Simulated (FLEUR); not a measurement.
**AgBr under changes of volume**

One of the cells (23.644 Å³/atom); the others are scaled copies at fixed shape and fractional positions:

```
Ag Br
1.0
     0.00000    2.87015    2.87015
     2.87015    0.00000    2.87015
     2.87015    2.87015    0.00000
Ag Br
1 1
Direct
  0.00000 0.00000 0.00000
  0.50000 0.50000 0.50000
```

```yaml
Program: FLEUR MaX-R8.1 (later development tree)
Functional: LDA
Potentials_or_basis: all-electron
Basis: FLAPW
Kmax: 4.38 1/bohr
k_mesh: 8 × 8 × 8
Occupations: fermi-dirac, width 0.05 eV
Spin: no spin polarisation
```

| volume (Å³/atom) | energy over the lowest point (meV/atom) | gap on the mesh (eV) |
| --- | --- | --- |
| 22.225 | 0.00 | 0.38 |
| 22.698 | 5.49 | 0.38 |
| 23.644 | 25.36 | 0.38 |
| 24.589 | 54.66 | 0.39 |
| 25.062 | ? | ? |

What does the run at 25.062 Å³/atom give?

Energy over the lowest point 72.07 meV/atom; gap on the mesh 0.40 eV.

Worked out: A Birch-Murnaghan fit of order 2 (a polynomial in V^(-2/3)) to the other rows has its minimum at 21.69 Å³/atom, just outside them, with B0 = V·E''(V) = 58 GPa. It gives 72.37 meV/atom at 25.062 Å³/atom, against the run's 72.07. A straight line through the other rows of the gap, of slope 0.0914 eV per unit of ln V, extrapolates to 0.39 eV, against the run's 0.40.

Energies are extrapolated to zero smearing.

A mesh can miss the band edges. Spin-orbit coupling on Ag, Br is left out.
